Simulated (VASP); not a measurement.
# Fe (Im-3m) in VASP: further runs, part 2 of 2

VASP 6.6.1. The steps go on from the part before.

## (3) Single point, PBE, collinear spin, ferromagnetic start

Input file INCAR:

```
SYSTEM = Fe
  ALGO = Fast
  EDIFF = 1E-6
  ENCUT = 520
  GGA = PE
  ISIF = 2
  ISMEAR = 0
  ISPIN = 2
  LASPH = .True.
  LCHARG = .False.
  LMAXMIX = 4
  LORBIT = 11
  LREAL = .False.
  LWAVE = .False.
  MAGMOM = 3
  NELM = 100
  PREC = Accurate
  SIGMA = 0.026000000000000002
```

Input file KPOINTS:

```
k-points
0
Gamma
  13 13 13
  0 0 0
```

Input file POSCAR:

```
Fe
1.0
   -1.4430000000      1.4430000000      1.4430000000
    1.4430000000     -1.4430000000      1.4430000000
    1.4430000000      1.4430000000     -1.4430000000
Fe
1
Direct
    0.0000000000      0.0000000000      0.0000000000
```

Potentials or basis: VASP PAW PBE potentials, release 64 (Fe).

Command:

```sh
cat potpaw_PBE.64/Fe/POTCAR > POTCAR
mpirun -np 1 vasp_std > vasp.out
```

OUTCAR:

```text
SYSTEM = Fe
   EDIFF = 1E-6
   ENCUT = 520
   GGA = PE
   ISIF = 2
   ISMEAR = 0
   ISPIN = 2
   LASPH = .True.
   LORBIT = 11
   LREAL = .False.
   NELM = 100
   PREC = Accurate

 ion  position               nearest neighbor table
   1  0.000  0.000  0.000-

  LATTYP: Found a body centered cubic cell.
 ALAT       =     2.8860000000

  Lattice vectors:

 A1 = (  -1.4430000000,   1.4430000000,   1.4430000000)
 A2 = (   1.4430000000,  -1.4430000000,   1.4430000000)
 A3 = (   1.4430000000,   1.4430000000,  -1.4430000000)

Analysis of symmetry for initial positions (statically):
=====================================================================
 Subroutine PRICEL returns:
 Original cell was already a primitive cell.

 Routine SETGRP: Setting up the symmetry group for a
 body centered cubic supercell.

 Subroutine GETGRP returns: Found 48 space group operations
 (whereof 48 operations were pure point group operations)
 out of a pool of 48 trial point group operations.

The static configuration has the point symmetry O_h .

Analysis of symmetry for dynamics (positions and initial velocities):
=====================================================================
 Subroutine PRICEL returns:
 Original cell was already a primitive cell.

 Routine SETGRP: Setting up the symmetry group for a
 body centered cubic supercell.

 Subroutine GETGRP returns: Found 48 space group operations
 (whereof 48 operations were pure point group operations)
 out of a pool of 48 trial point group operations.

The dynamic configuration has the point symmetry O_h .

Analysis of structural, dynamic, and magnetic symmetry:
=====================================================================
 Subroutine PRICEL returns:
 Original cell was already a primitive cell.

 Routine SETGRP: Setting up the symmetry group for a
 body centered cubic supercell.

 Subroutine GETGRP returns: Found 48 space group operations
[... 155 lines left out ...]
 fundamental gap:      0.0080842007
 Fermi energy:         5.2158632269

 spin component 1

 k-point     1 :       0.0000    0.0000    0.0000
  band No.  band energies     occupation
      1      -2.8348      1.00000
      2       3.0373      1.00000
      3       3.0373      1.00000
      4       3.0373      1.00000
      5       4.1488      1.00000
      6       4.1488      1.00000
      7      29.7452      0.00000
      8      29.7452      0.00000
      9      29.7452      0.00000
     10      34.4776      0.00000
[... 287 lines left out ...]
 k-point    24 :       0.2308    0.0769    0.0769
  band No.  band energies     occupation
      1       0.4616      1.00000
      2       2.2838      1.00000
      3       2.6590      1.00000
      4       4.1080      1.00000
      5       4.2436      1.00000
      6       5.2945      0.00001
      7      18.1227      0.00000
      8      22.1781      0.00000
      9      23.7810      0.00000
     10      31.3108      0.00000

 [... further k-points ...]

 spin component 2

 k-point     1 :       0.0000    0.0000    0.0000
  band No.  band energies     occupation
      1      -2.6940      1.00000
      2       5.0553      1.00000
      3       5.0554      1.00000
      4       5.0554      1.00000
      5       6.9718      0.00000
      6       6.9720      0.00000
      7      29.4430      0.00000
      8      29.4430      0.00000
      9      29.4430      0.00000
     10      34.6181      0.00000
[... 287 lines left out ...]
 k-point    24 :       0.2308    0.0769    0.0769
  band No.  band energies     occupation
      1       0.8962      1.00000
      2       4.1183      1.00000
      3       4.3268      1.00000
      4       6.7875      0.00000
      5       7.0862      0.00000
      6       7.3623      0.00000
      7      18.8598      0.00000
      8      22.5377      0.00000
      9      24.4796      0.00000
     10      31.3043      0.00000

 [... further k-points ...]

------------------------ aborting loop because EDIFF is reached ----------------------------------------

  FORCE on cell =-STRESS in cart. coord.  units (eV):
  Direction    XX          YY          ZZ          XY          YZ          ZX
  --------------------------------------------------------------------------------------
  -------------------------------------------------------------------------------------
  Total       -0.7171531     -0.7171531     -0.7171531      0.0000000     -0.0000000      0.0000000
  in kB      -95.6012283    -95.6012283    -95.6012283      0.0000000     -0.0000000      0.0000000
  external PRESSURE =     -95.6012283 kB  Pullay stress =       0.0000000 kB

 VOLUME and BASIS-vectors are now :
 -----------------------------------------------------------------------------
  energy-cutoff  :      520.00
  volume of cell :       12.02
      direct lattice vectors                 reciprocal lattice vectors
    -1.443000000  1.443000000  1.443000000     0.000000000  0.346500347  0.346500347
     1.443000000 -1.443000000  1.443000000     0.346500347  0.000000000  0.346500347
     1.443000000  1.443000000 -1.443000000     0.346500347  0.346500347  0.000000000

 POSITION                                       TOTAL-FORCE (eV/Angst)
 -----------------------------------------------------------------------------------
      0.00000      0.00000      0.00000        -0.000000      0.000000     -0.000000
 -----------------------------------------------------------------------------------
    total drift:                                0.000000      0.000000      0.000000

  FREE ENERGIE OF THE ION-ELECTRON SYSTEM (eV)
  ---------------------------------------------------
  free  energy   TOTEN  =        -8.2163497573 eV

  energy  without entropy=       -8.2158459820  energy(sigma->0) =       -8.21609787

 total charge

# of ion       s       p       d       tot
------------------------------------------
    1        0.464   0.494   6.199   7.157

 magnetization (x)

# of ion       s       p       d       tot
------------------------------------------
    1       -0.014  -0.060   2.365   2.291
```

OSZICAR:

```text
N       E                     dE             d eps       ncg     rms          rms(c)
DAV:   1     0.190959782791E+02    0.19096E+02   -0.40953E+03  3442   0.975E+02
DAV:   2    -0.860371899531E+01   -0.27700E+02   -0.25863E+02  3402   0.133E+02
DAV:   3    -0.912482323002E+01   -0.52110E+00   -0.51865E+00  3788   0.237E+01
DAV:   4    -0.912706032879E+01   -0.22371E-02   -0.22369E-02  3622   0.142E+00
DAV:   5    -0.912707858952E+01   -0.18261E-04   -0.18261E-04  3696   0.124E-01    0.109E+01
RMM:   6    -0.830250374525E+01    0.82457E+00   -0.33898E+00  3900   0.278E+01    0.673E+00
RMM:   7    -0.823163757436E+01    0.70866E-01   -0.23978E-01  3892   0.826E+00    0.382E+00
RMM:   8    -0.822223923511E+01    0.93983E-02   -0.17516E-02  3881   0.119E+00    0.135E+00
RMM:   9    -0.821675053863E+01    0.54887E-02   -0.34048E-03  3830   0.518E-01    0.399E-01
RMM:  10    -0.821632979408E+01    0.42074E-03   -0.44365E-04  3900   0.333E-01    0.166E-01
RMM:  11    -0.821632711806E+01    0.26760E-05   -0.16491E-04  3949   0.183E-01    0.589E-02
RMM:  12    -0.821634891096E+01   -0.21793E-04   -0.35771E-05  3796   0.569E-02    0.317E-02
RMM:  13    -0.821634975729E+01   -0.84633E-06   -0.27940E-06  3488   0.194E-02
   1 F= -.82163498E+01 E0= -.82160979E+01  d E =-.503775E-03  mag=     2.2773
```

Run time: 13 s. Hardware: 1 thread of Intel Xeon 6975P-C (Granite Rapids), shared host; peak memory 0.14 GiB.

Results:

```yaml
Free_energy: -8.2163 eV
Pressure: -9.6 GPa
Band_gap_on_the_k_mesh: none (metal or under the smearing width)
Net_moment: 2.28 μB per cell
Site_moments: Fe +2.29 μB
Valence_electrons_inside_the_program's_atomic_spheres: Fe 7.16
```

## (4) Relaxation of cell and atoms, BLYP+D3, collinear spin, ferromagnetic start

Input file INCAR:

```
SYSTEM = Fe
AGGAC = 1.0
AGGAX = 1.0
ALDAC = 0.0
ALDAX = 1.0
ALGO = Fast
EDIFF = 1E-6
EDIFFG = -0.02
ENCUT = 600
GGA = B5
IBRION = 2
ISIF = 3
ISMEAR = -1
ISPIN = 2
IVDW = 11
LASPH = .TRUE.
LCHARG = .FALSE.
LMAXMIX = 4
LORBIT = 11
LREAL = .FALSE.
LWAVE = .FALSE.
MAGMOM = 3
NELM = 150
NSW = 40
PREC = Accurate
SIGMA = 0.05
VDW_S6 = 1.0
VDW_S8 = 1.682
VDW_SR = 1.094
VDW_SR8 = 1.0
```

Input file KPOINTS:

```
k-points
0
G
  13 13 13
  0 0 0
```

POSCAR is that of step 3.

Potentials or basis: VASP PAW PBE potentials, release 64 (Fe).

Command:

```sh
cat potpaw_PBE.64/Fe/POTCAR > POTCAR
mpirun -np 1 vasp_std > vasp.out
```

OUTCAR:

```text
SYSTEM = Fe
   EDIFF = 1E-6
   EDIFFG = -0.02
   ENCUT = 600
   GGA = B5
   IBRION = 2
   ISIF = 3
   ISMEAR = -1
   ISPIN = 2
   IVDW = 11
   LASPH = .TRUE.
   LORBIT = 11
   LREAL = .FALSE.
   NELM = 150
   NSW = 40
   PREC = Accurate
 IVDW          = 11

 ion  position               nearest neighbor table
   1  0.000  0.000  0.000-

  LATTYP: Found a body centered cubic cell.
 ALAT       =     2.8860000000

  Lattice vectors:

 A1 = (  -1.4430000000,   1.4430000000,   1.4430000000)
 A2 = (   1.4430000000,  -1.4430000000,   1.4430000000)
 A3 = (   1.4430000000,   1.4430000000,  -1.4430000000)

Analysis of symmetry for initial positions (statically):
=====================================================================
 Subroutine PRICEL returns:
 Original cell was already a primitive cell.

 Routine SETGRP: Setting up the symmetry group for a
 body centered cubic supercell.

 Subroutine GETGRP returns: Found 48 space group operations
[... 279 lines left out ...]
      1      -1.8447      1.00000
      2       4.2282      1.00000
      3       4.2282      1.00000
      4       4.2283      1.00000
      5       5.4877      1.00000
      6       5.4877      1.00000
      7      32.0791      0.00000
      8      32.0791      0.00000
      9      32.0791      0.00000
     10      37.3278      0.00000
[... 287 lines left out ...]
 k-point    24 :       0.2308    0.0769    0.0769
  band No.  band energies     occupation
      1       1.5613      1.00000
      2       3.3785      1.00000
      3       3.8337      1.00000
      4       5.4426      1.00000
      5       5.5970      1.00000
      6       6.7882      0.01658
      7      20.3758      0.00000
      8      24.4840      0.00000
      9      26.3327      0.00000
     10      33.8968      0.00000

 [... further k-points ...]

 spin component 2

 k-point     1 :       0.0000    0.0000    0.0000
  band No.  band energies     occupation
      1      -1.6839      1.00000
      2       5.9391      1.00000
      3       5.9392      1.00000
      4       5.9392      1.00000
      5       8.0818      0.00000
      6       8.0820      0.00000
      7      31.8671      0.00000
      8      31.8671      0.00000
      9      31.8671      0.00000
     10      37.5925      0.00000
[... 331 lines left out ...]
  FREE ENERGIE OF THE ION-ELECTRON SYSTEM (eV)
  ---------------------------------------------------
  free  energy   TOTEN  =        -7.7745891475 eV

  energy  without entropy=       -7.7663068162  energy(sigma->0) =       -7.77044798

 reached required accuracy - stopping structural energy minimisation

 total charge

# of ion       s       p       d       tot
------------------------------------------
    1        0.496   0.541   6.318   7.355

 magnetization (x)

# of ion       s       p       d       tot
------------------------------------------
    1       -0.014  -0.054   2.140   2.072
```

CONTCAR:

```text
Fe
   1.00000000000000
    -1.4058974148493553    1.4058974148493553    1.4058974148493553
     1.4058974148493553   -1.4058974148493553    1.4058974148493553
     1.4058974148493553    1.4058974148493553   -1.4058974148493553
  Fe
     1
Direct
     0.0000000000000000    0.0000000000000000    0.0000000000000000

  0.00000000E+00  0.00000000E+00  0.00000000E+00
```

It took 37 s on 1 thread of Intel Xeon 6975P-C (Granite Rapids), shared host; peak memory 0.15 GiB.

What came out:

| Item | Value |
| --- | --- |
| Free energy | -7.7746 eV |
| Relaxed volume | 11.12 Å³/atom |
| Relaxed cell | a = 2.435 Å, b = 2.435 Å, c = 2.435 Å, α = 109.47°, β = 109.47°, γ = 109.47° |
| Space group after relaxing (to 0.05 Å) | Im-3m (No. 229) |
| Energy gained by relaxing | 42.0 meV/atom |
| Ionic steps | 3 |
| Pressure after relaxing | -0.2 GPa |
| Band gap on the k mesh | none (metal or under the smearing width) |
| Net moment | 2.08 μB per cell |
| Site moments | Fe +2.07 μB |
| Valence electrons inside the program's atomic spheres | Fe 7.36 |
| Dispersion energy per atom | -0.620 eV |

Step by step:
```
step  energy change (eV)  largest force (eV/Å)  pressure (GPa)  volume (Å³)
   1              0.0000                0.0000          -13.37        12.02
   2             -0.0027                0.0000           18.02        10.36
   3             -0.0420                0.0000           -0.20        11.12
```

Final structure:
```yaml
crystal:
  lattice:
    - [-1.40590, 1.40590, 1.40590]
    - [1.40590, -1.40590, 1.40590]
    - [1.40590, 1.40590, -1.40590]
  atoms:
    - { symbol: Fe, position: [0.00000, 0.00000, 0.00000] }
```

Caveat: the PAW data sets were made with another functional, which shifts forces and pressure a little; pairwise dispersion overbinds metals, which lowers pressure and volume.

## (5) The runs side by side

```csv
task,level,cell,cutoff (eV),smearing,gap on the mesh (eV),pressure (GPa),moment (μB)
single point,PBE,as given,520,gaussian 0.012 eV,none,-9.2,2.28
single point,PBE,as given,520,gaussian 0.026 eV,none,-9.6,2.28
relaxation of cell and atoms,BLYP+D3,relaxed,600,fermi-dirac 0.05 eV,none,-0.2,2.08
```

Alike in all rows: potentials or basis VASP PAW PBE potentials, release 64 (Fe); spin collinear, ferromagnetic start; k mesh 13 × 13 × 13.

Caveats: the PAW data sets were made with another functional, which shifts forces and pressure a little (some runs); pairwise dispersion overbinds metals, which lowers pressure and volume (some runs).

Absolute energies hang on the potentials; compare differences alone.
